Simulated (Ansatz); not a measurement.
# AlAs (F-43m): converging the G0W0 gap, part 2 of 2

How do accuracy and time trade against each other in G0W0 on AlAs (F-43m)?

Ansatz 0.2.0; G0W0 on PBE, plane waves, PAW. Known limits of the many-body steps: not at the basis limit; no spin-orbit coupling.

So far. Step 2 (189 empty bands, screening to 150 eV): The gap on the mesh goes from 1.44 eV to 2.13 eV, a correction of +0.69 eV. Between the two edge states, bare exchange in place of the xc potential would open the gap by 5.33 eV, and correlation takes back 4.64 eV. Step 3 (407 empty bands, screening to 250 eV): Against the run with 8×8×8 mesh, 189 empty bands, screening to 150 eV, hard PAW files, the gap moves by +0.07 eV.

## Step 4: 762 empty bands, screening to 380 eV

The input, input.yaml:

```yaml
crystal:
  lattice:
    - [0.0, 2.8304, 2.8304]
    - [2.8304, 0.0, 2.8304]
    - [2.8304, 2.8304, 0.0]
  atoms:
    - { symbol: Al, position: [0.0, 0.0, 0.0] }
    - { symbol: As, position: [0.25, 0.25, 0.25] }
kpoints:
  mp_grid: { grid: [8, 8, 8] }
hamiltonian:
  xc: pbe
  pseudopotentials: { kind: paw, source: ansatz }
scf:
  occupations: { method: fixed }
gw:
  n_empty_bands: 762
  ecut_chi: 380
  qp_bands: [v2, c2]
  qp_kpoints: band_edges
  screening: { model: contour_deformation }
```

Run with:

```console
$ ansatz run input.yaml --threads 3 --pin off --max-ram 92160MiB --backend cuda --events-out ev --progress --plain --runs-dir out --devices 1 --max-vram 13GiB
```

Numbers of over 12 decimals in the logs are rounded to 6 here.

Output:

```text
GPUs: using 1 of 1 available (devices: 1).
[...]
GPU FFT provider: cuFFT
GPU libraries: cuBLAS 13.8.2, cuFFT 12.4.0, cuSOLVER 12.3.4
Crystal: 2 atoms, lattice volume = 45.350 Å³
Basis set: ecut = 900 eV, 2733 PW (Γ)
Bands: 17, of which v1, the nominal top of the filled ones, is band 13 counted from 1 (12 counted from 0)
Symmetry: 24 space group operations
[...]
k-points: 29 of 512 (time reversal used)
[...]
1    15     11.6623    -6.7285    -4.5068   -11.3407  0.7617    11.7679    11.7677  root
[...]
28    12      3.9099   -14.8251     2.2665   -11.6770  0.7263     3.0064     3.0284  root
    28    13      4.2641   -14.5471     2.0058   -11.6826  0.7371     3.3869     3.4054  root
    28    14     11.4138    -6.1712    -4.3437   -10.4090  0.7682    11.3080    11.3078  root
    28    15     12.7303    -7.8105    -5.0121   -12.9106  0.7400    12.8184    12.8182  root
[key lines of the parts left out:]
SCF converged after 7 iterations
Free energy (F): -7288.229731 eV
Fermi energy:    7.081323 eV
```

The job ended after 8.7 min (1 × NVIDIA H100 80GB HBM3 (shared by 6 runs) with 3 threads of AMD EPYC 7R13 (Zen 3), shared host; peak memory 5.4 GiB).

This step gave:

- bands summed: 775
- RPA ε∞ on this mesh (eigenvalues): 9.083, 9.083, 9.083
- plane waves in the screening matrix: 749
- G0W0 gap on the mesh: 2.236 eV
- k of the valence top: 0, 0, 0
- k of the conduction bottom: 0, -0.5, -0.5
- starting gap on the mesh: 1.443 eV
- least direct G0W0 gap on the computed points: 2.990 eV

Against the run with 8×8×8 mesh, 407 empty bands, screening to 250 eV, hard PAW files, the gap moves by +0.03 eV.

## Step 5: Changing the k mesh: 10×10×10 mesh, 189 empty bands, screening to 150 eV, hard PAW files

A second mesh at equal bands and cutoff isolates the sampling error. Bands and cutoff differ from the step before, so it is read against an earlier run that matches them.

Changes to input.yaml since step 4:

```diff
@@ -9,3 +9,3 @@
 kpoints:
-  mp_grid: { grid: [8, 8, 8] }
+  mp_grid: { grid: [10, 10, 10] }
 hamiltonian:
@@ -16,4 +16,4 @@
 gw:
-  n_empty_bands: 762
-  ecut_chi: 380
+  n_empty_bands: 189
+  ecut_chi: 150
   qp_bands: [v2, c2]
```

Output:

```text
GPUs: using 1 of 1 available (devices: 1).
[...]
GPU FFT provider: cuFFT
GPU libraries: cuBLAS 13.8.2, cuFFT 12.4.0, cuSOLVER 12.3.4
Crystal: 2 atoms, lattice volume = 45.350 Å³
Basis set: ecut = 900 eV, 2733 PW (Γ)
Bands: 17, of which v1, the nominal top of the filled ones, is band 13 counted from 1 (12 counted from 0)
Symmetry: 24 space group operations
[...]
k-points: 47 of 1000 (time reversal used)
[...]
1    15     11.5717    -6.7399    -4.4112   -11.3134  0.7634    11.7344    11.7340  root
[...]
34    12      4.8103   -15.1070     1.8483   -12.4993  0.7459     4.0392     4.0509  root
    34    13      5.7922   -15.3134     1.4948   -13.0547  0.7597     5.0198     5.0283  root
    34    14     10.4974    -7.6986    -4.1082   -11.9360  0.7757    10.6268    10.6265  root
    34    15     11.3077    -5.7274    -4.2667   -10.0517  0.7728    11.3654    11.3653  root
[key lines of the parts left out:]
SCF converged after 7 iterations
Free energy (F): -7288.231104 eV
Fermi energy:    7.080411 eV
```

It took 4.1 min on 1 × NVIDIA H100 80GB HBM3 (shared by 6 runs) with 3 threads; peak memory 1.9 GiB; 7.6 min of CPU time.

This step gave:

| Property | Result |
| --- | --- |
| bands summed | 202 |
| RPA ε∞ on this mesh (eigenvalues) | 8.761, 8.761, 8.761 |
| plane waves in the screening matrix | 169 |
| G0W0 gap on the mesh | 2.133 eV |
| k of the valence top | 0, 0, 0 |
| k of the conduction bottom | 0, -0.5, -0.5 |
| starting gap on the mesh | 1.444 eV |
| least direct G0W0 gap on the computed points | 3.011 eV |

Against the run with 8×8×8 mesh, 189 empty bands, screening to 150 eV, hard PAW files, the gap moves by +0.002 eV.

## Step 6: The runs together

Times are wall times on 1 × NVIDIA H100 80GB HBM3 (shared by 6 runs) with 3 threads of AMD EPYC 7R13 (Zen 3), shared host. The host was busy with other work, so they are no guide to cost.

```tsv
mesh	files	frequency	bands summed	cutoff (eV)	start (eV)	G0W0 (eV)	time	host memory (GiB)
8×8×8	hard PAW	contour deformation	202	150	1.443	2.131	56 s	1.6
8×8×8	hard PAW	contour deformation	420	250	1.443	2.206	3.4 min	2.6
8×8×8	hard PAW	contour deformation	775	380	1.443	2.236	8.7 min	5.4
10×10×10	hard PAW	contour deformation	202	150	1.444	2.133	4.1 min	1.9
```

The parts of the quasiparticle energy at the two band edges (eV; QP = start + Σx + Σc − Vxc):

```tsv
run	edge	start	Σx	Σc	Vxc	Z	QP
202 bands	valence top	7.08	-15.69	1.03	-13.95	0.77	6.36
202 bands	conduction bottom	8.52	-5.57	-3.61	-9.15	0.79	8.49
420 bands	valence top	7.08	-15.69	0.92	-13.95	0.77	6.25
420 bands	conduction bottom	8.52	-5.57	-3.65	-9.15	0.79	8.45
775 bands	valence top	7.08	-15.69	0.87	-13.95	0.77	6.20
775 bands	conduction bottom	8.52	-5.57	-3.66	-9.15	0.79	8.44
```

## Step 7: Summary of results

```yaml
202_bands_150_ev: 2.131 eV
420_bands_250_ev: 2.206 eV
775_bands_380_ev: 2.236 eV
estimated_limit_in_bands_and_cutoff: 2.27 eV
mesh_and_start: 8×8×8, PBE
```

A line in one over the bands through the two highest rungs gives 2.27 eV, +0.04 eV from the top rung; the pair below gives 2.27 eV, in fair agreement. The rungs stand 0.14 eV (202 bands), 0.07 eV (420 bands) and 0.04 eV (775 bands) from it. From 202 to 775 bands the gap moves by +0.11 eV while the time grows 9.3-fold. Σc changes by −0.16 eV at the valence top and −0.05 eV at the conduction bottom, so the valence edge carries most of the change. On the 10×10×10 mesh in place of 8×8×8 the gap differs by +0.002 eV, of which +0.001 eV is already in the start. The cheapest rung within 0.1 eV of this estimate is that with 420 bands (3.4 min). Gaps are over the mesh's points; an edge off the mesh would be missed. The many-body steps are scalar-relativistic: spin-orbit coupling is not in them.

[Paths, hosts, dates, memory and timing lines, banners, echoed tables and standing remarks are left out of the program output.]

[Logs are printed without paths, hosts, clocks, repeated set-up lines and the standing remarks that a program may print on its own settings, such as how far it seeks lower states.]

[Runs of the session that timed out or met a known fault of the program may be left out.]

[Cells called generated may have been cut or substituted from an entry of the Crystallography Open Database or the Materials Project.]

[Hosts, paths, dates, database ids (printed as entryN), source tags and the programs' standing remarks are cut or masked in the printed files.]
